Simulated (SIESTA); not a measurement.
**CdO (Monteponite) under changes of volume**

One of the cells (12.970 Å³/atom); the others are scaled copies at fixed shape and fractional positions:

```
Cd O
1.0
     0.00000    2.34950    2.34950
     2.34950    0.00000    2.34950
     2.34950    2.34950    0.00000
Cd O
1 1
Direct
  0.00000 0.00000 0.00000
  0.50000 0.50000 0.50000
```

* Program: SIESTA 5.4.2
* Functional: PBE
* Potentials or basis: PseudoDojo 0.4 standard (PBE files)
* Basis: TZP (energy shift 0.01 Ry)
* Grid cutoff: 800 Ry
* Energy shift: 0.01 Ry
* k mesh: 10 × 10 × 10
* Occupations: fermi-dirac, width 0.05 eV
* Spin: no spin polarisation

```tsv
volume (Å³/atom)	energy over the lowest point (meV/atom)	pressure (GPa)
12.191	36.86	13.6
12.451	18.57	9.3
12.710	6.64	5.4
12.970	0.63	2.0
13.229	0.00	-1.1
13.488	?	?
13.748	12.78	-6.5
```

What does the run at 13.488 Å³/atom give?

Energy over the lowest point 4.18 meV/atom; pressure -4.0 GPa.

Worked out: A Birch-Murnaghan fit of order 3 (a polynomial in V^(-2/3)) to the other rows has its minimum at 13.13 Å³/atom with B0 = V·E''(V) = 157 GPa and B' = 3.7. It gives 4.15 meV/atom at 13.488 Å³/atom, against the run's 4.18, and -dE/dV = -4.0 GPa, against -4.0.

Energies are extrapolated to zero smearing.

Caveats: semicore shells carry a single zeta, which can move pressures by several GPa and volumes by a few percent; the basis of atomic orbitals isn't converged, which shifts pressures, moduli and gaps.
